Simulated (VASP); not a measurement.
Wanted: the native input for a VASP 6.6.1 run.

| Quantity | Value |
| --- | --- |
| Task | single point |
| Functional | PBEsol |
| Potentials or basis | VASP PAW PBE potentials, release 64 (Te, Pt) |
| Cutoff | 520 eV |
| k mesh | 6 × 6 × 4 |
| Occupations | gaussian, width 0.05 eV |
| Spin | collinear spin, ferromagnetic start |
| Starting moments | [0.5, 0.5, 0.0] μB |
| Fixed moment | 1 μB |
| Hubbard terms | Pt d U = 5 eV |
| Further INCAR settings | ALGO = Normal; EDIFF = 1e-07 |

The structure of Te2Pt lies in POSCAR:

```
Te2Pt
1.0
    4.0179994500      0.0000000000      0.0000000000
   -2.0089997300      3.4796896000      0.0000000000
    0.0000000000      0.0000000000      5.2119993300
Te Pt
2 1
Direct
    0.3333333333      0.6666666667      0.2500000000
    0.6666666667      0.3333333333      0.7500000000
    0.0000000000      0.0000000000      0.0000000000
```

One way to write it, as run:

INCAR

```
PREC = Accurate ; ENCUT = 520
EDIFF = 1E-7 ; ISMEAR = 0
SIGMA = 0.05 ; LREAL = F
LASPH = T ; NELM = 60
ALGO = Normal ; ISIF = 2
LWAVE = F ; LCHARG = F
ISPIN = 2 ; MAGMOM = 0.5 0.5 0
LORBIT = 11 ; NUPDOWN = 1
LMAXMIX = 4 ; LDAU = T
LDAUTYPE = 2 ; LDAUL = -1 2
LDAUU = 0 5 ; LDAUJ = 0 0
LDAUPRINT = 1 ; GGA = PS
```

KPOINTS

```
regular mesh
0
Gamma
  6 6 4
```

Potentials or basis: VASP PAW PBE potentials, release 64 (Te, Pt).

The run is started by

```sh
$ cat potpaw_PBE.64/Te/POTCAR potpaw_PBE.64/Pt/POTCAR > POTCAR
$ mpirun -np 1 vasp_std > vasp.out
```

It gave:

```json
{
 "Pressure": "1.2 GPa",
 "Largest force": "0.591 eV/Å",
 "Net moment": "1.00 μB per cell",
 "Site moments": "Te +0.20; Pt +0.30 μB",
 "Valence electrons inside the program's atomic spheres": "Te 3.31; Pt 9.88"
}
```

Caveat: the PAW data sets were made with another functional, which shifts forces and pressure a little; the total moment is fixed, so each spin has its own Fermi level; the U is typed as a test and isn't derived for this compound.

Run time: 67 s on 1 thread of Intel(R) Xeon(R) Platinum 8488C (Sapphire Rapids), with other jobs on the host, peak memory 0.23 GiB.
